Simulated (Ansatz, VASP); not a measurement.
# One calculation of Ca, two programs

```xyz
2
Lattice="4.0834 0.0000 0.0000 -2.0417 3.5363 0.0000 0.0000 0.0000 6.6894" Properties=species:S:1:pos:R:3 pbc="T T T"
Ca    0.0000    2.3576    1.6724
Ca    2.0417    1.1788    5.0171
```

Alike in both runs: task relaxation of cell and atoms; functional PBEsol; k mesh 10 × 10 × 5; occupations fermi-dirac, width 0.05 eV; no spin polarisation.

|  | VASP | Ansatz |
| --- | --- | --- |
| version | VASP 6.6.1 | Ansatz 0.2.0 |
| potentials or method | VASP PAW PBE potentials, release 64 (Ca_sv) | PAW with Ansatz's default frozen-core files, scalar-relativistic |
| plane-wave cutoff (eV) | 600 | 420 |
| valence electrons in the cell | 20 | 20 |

|  | VASP | Ansatz | Ansatz less VASP |
| --- | --- | --- | --- |
| relaxed volume (Å³/atom) | 40.86 | 40.77 | -0.095 |
| relaxed cell length with the largest relative difference (Å) | 3.841 | 3.837 | -0.0032 |
| energy change over the relaxation (meV/atom) | -60 | -62 | -1.4 |

Caveats: the volume moved by over 15 % at a fixed basis, so the end points are rough (VASP); the PAW data sets were made with another functional, which shifts forces and pressure a little (VASP).
